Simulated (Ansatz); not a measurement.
**KBr: a single-point run**

Aim: a sound single-point run of KBr. The structure is shown as the input types it. The cell is built on a prototype (zincblende) and needn't be the phase found in nature.

Computed with Ansatz 0.2.0 (density functional or hybrid calculation with the settings of its input, plane waves (as first typed), unless a step's input says otherwise).

1 further run of the same task is left out (it didn't finish).

## 1. The system as given

It takes space group F-43m (No. 216, cubic). Conventional cell: a = 7.377 Å, b = 7.377 Å, c = 7.377 Å, α = 90.00°, β = 90.00°, γ = 90.00°. K (site symmetry -43m) has 4 Br at 3.19 Å as nearest neighbours. Around Br (site symmetry -43m) lie 4 K at 3.19 Å.

As a file:

```cif
data_structure
_symmetry_space_group_name_H-M 'F-43m'
_symmetry_Int_Tables_number 216
_cell_length_a 7.3766
_cell_length_b 7.3766
_cell_length_c 7.3766
_cell_angle_alpha 90.000
_cell_angle_beta 90.000
_cell_angle_gamma 90.000
_cell_volume 401.39
loop_
_atom_site_label
_atom_site_type_symbol
_atom_site_symmetry_multiplicity
_atom_site_Wyckoff_symbol
_atom_site_fract_x
_atom_site_fract_y
_atom_site_fract_z
_atom_site_occupancy
K1 K 4 a 0.00000 0.00000 0.00000 1
Br1 Br 4 d 0.25000 0.25000 0.75000 1
```

## 2. Input and run

input.yaml reads:

```yaml
crystal:
  lattice:
    - [0.0, 3.6882992926, 3.6882992926]
    - [3.6882992926, 0.0, 3.6882992926]
    - [3.6882992926, 3.6882992926, 0.0]
  atoms:
    - { symbol: K, position: [0.0, 0.0, 0.0] }
    - { symbol: Br, position: [0.25, 0.25, 0.25] }
kpoints:
  mp_grid: { grid: [4, 4, 4] }
hamiltonian:
  xc: pbe
scf:
  occupations: { method: fixed }
  n_extra_bands: 4
  mixing: { beta: 0.005 }
  max_iter: 81
output:
  forces: true
  stress: true
  eigenvalues: true
```

Launch:

```sh
> ansatz run input.yaml --threads 4 --pin off --max-ram 3686MiB --backend cpu --events-out ev --progress --plain --runs-dir out
```

**Question.** How will this run end, and is anything wrong with its input?

The program finished normally. That alone doesn't make the input a sound one.

The suspect setting: scf.mixing.beta is 0.005. What could go wrong: mixing too weak. Here it converged all the same; such a setting changes the road, not the converged state.

To check: delete scf.mixing.beta (the default then holds).
